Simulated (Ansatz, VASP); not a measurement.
## Zr in VASP and in Ansatz

INCAR

```
PREC = Accurate ; ENCUT = 520
EDIFF = 1E-6 ; ISMEAR = -1
SIGMA = 0.05 ; LREAL = False
LASPH = True ; NELM = 100
ALGO = Normal ; ISIF = 2
LWAVE = False ; LCHARG = False
GGA = PE ; NBANDS = 12
```

Contents of KPOINTS:

```
regular mesh
0
Gamma
  10 10 10
```

File POSCAR:

```
Zr
1.0
    0.0000000000      2.2089666752      2.2089666752
    2.2089666752      0.0000000000      2.2089666752
    2.2089666752      2.2089666752      0.0000000000
Zr
1
Direct
    0.0000000000      0.0000000000      0.0000000000
```

Contents of input.yaml:

```yaml
crystal:
  lattice:
    - [0.0, 2.2089666752, 2.2089666752]
    - [2.2089666752, 0.0, 2.2089666752]
    - [2.2089666752, 2.2089666752, 0.0]
  atoms:
    - { symbol: Zr, position: [0.0, 0.0, 0.0] }
kpoints:
  mp_grid: { grid: [10, 10, 10] }
scf:
  occupations: { method: fermi_dirac, width: 0.05 }
hamiltonian:
  xc: pbe
  pseudopotentials: { kind: all_electron, lapw: { basis_error: 0.0005 } }
output:
  forces: true
  stress: true
  eigenvalues: true
```

Change from the starting cell: volume scaled by 0.94.

Alike in both runs: task single point; functional PBE; k mesh 10 × 10 × 10; occupations fermi-dirac, width 0.05 eV; no spin polarisation.

```csv
,VASP,Ansatz
version,VASP 6.6.1,Ansatz 0.2.0
potentials or method,"VASP PAW PBE potentials, release 64 (Zr_sv)","all-electron LAPW, scalar-relativistic"
plane-wave cutoff (eV),520,see its input
```

|  | VASP | Ansatz | Ansatz less VASP |
| --- | --- | --- | --- |
| gap on the k mesh at the Fermi level (eV) | none | none | - |
| pressure (GPa) | 7.6 | 7.6 | -0.01 |

A gap of «none» marks a metal or a gap that the smearing closes. Ansatz ran all-electron here, so the differences hold the error of VASP's frozen core and of both bases.
